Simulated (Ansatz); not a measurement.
In, DFT, LDA, all-electron LAPW, scalar-relativistic (Ansatz 0.2.0), run on 1 thread of Intel(R) Xeon(R) Platinum 8488C (Sapphire Rapids) on a shared host.

The cell comes from COD entry 9017523, which wasn't checked; take it as a given geometry.

Command: `ansatz run input.yaml --threads 1 --pin off --max-ram 3072MiB --backend cpu --events-out ev --progress --plain --runs-dir out`

```yaml
crystal:
  lattice:
    - [-1.62615, 1.62615, 2.47395]
    - [1.62615, -1.62615, 2.47395]
    - [1.62615, 1.62615, -2.47395]
  atoms:
    - { symbol: In, position: [0.0, 0.0, 0.0] }
kpoints:
  mp_grid: { grid: [12, 12, 14] }
  band_path:
    path:
      - [0.0, 0.0, 0.0]
      - [0.0, 0.0, 0.5]
      - [0.25, 0.25, 0.25]
      - [0.0, 0.5, 0.0]
      - [0.0, 0.0, 0.0]
      - [0.5, 0.5, -0.5]
      - [0.3580138334, 0.6419861666, -0.3580138334]
      - [-0.3580138334, 0.3580138334, 0.3580138334]
      - [0.0, 0.0, 0.0]
    npoints: 14
scf:
  occupations: { method: fermi_dirac, width: 0.05 }
hamiltonian:
  xc: lda
  pseudopotentials: { kind: all_electron, lapw: { basis_error: 0.001 } }
output:
  forces: true
  stress: true
  eigenvalues: true
  fatbands: true
  populations: true
  dos: { projected: true, de: 0.2, e_range: [-14, 8] }
```

Problem. How large is the problem that the program sets up?

Solution. 554 irreducible k-points, 145 plane waves at Γ, 15 bands.

Problem. Estimate the wall time and the peak memory.

Solution. 32 s of wall time for 7 SCF iterations, with a peak of 0.61 GiB. Times on shared machines scatter by tens of per cent.

Problem. And the same cell and mesh by frozen-core PAW, asked for forces, stress, eigenvalues, efg, populations, bader, dos, write_density, write_potential, elf and the same band path, on the same hardware?

Solution. 16 s, peak memory 0.51 GiB.

Problem. And the same cell and mesh by all-electron PAW (datasets made for this crystal), asked for forces, stress, eigenvalues, efg and the same band path, on the same hardware?

Solution. 20 s, peak memory 0.63 GiB.
